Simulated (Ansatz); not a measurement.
Starting structure of a cell relaxation (symmetry kept):

```
K S
1.0
     0.00000    3.69550    3.69550
     3.69550    0.00000    3.69550
     3.69550    3.69550    0.00000
K S
2 1
Cartesian
  1.8478 1.8478 1.8478
  5.5433 5.5433 5.5433
  0.0000 0.0000 0.0000
```

Level of theory: DFT PBE, scalar-relativistic, plane waves, PAW in Ansatz.

Settings: cutoff 420 eV, Γ-centred mesh 6×6×6 on the computed 3-atom cell, Gaussian smearing of 0.02 eV; no spin polarisation.

Q: What does it relax to?

A: The volume goes up by 0.97 Å³/atom to 34.61 Å³/atom, and the energy falls by 1.7 meV/atom. Final structure:
```cif
data_structure
_symmetry_space_group_name_H-M 'P 1'
_symmetry_Int_Tables_number 1
_cell_length_a 5.2759
_cell_length_b 5.2759
_cell_length_c 5.2759
_cell_angle_alpha 60.000
_cell_angle_beta 60.000
_cell_angle_gamma 60.000
_cell_volume 103.84
loop_
_atom_site_label
_atom_site_type_symbol
_atom_site_fract_x
_atom_site_fract_y
_atom_site_fract_z
_atom_site_occupancy
K1 K 0.25000 0.25000 0.25000 1
K2 K 0.75000 0.75000 0.75000 1
S1 S 0.00000 0.00000 0.00000 1
```

Cost: 1 run of about 0.095 core-minutes, on Intel Xeon Platinum 8375C (Ice Lake) (shared hosts).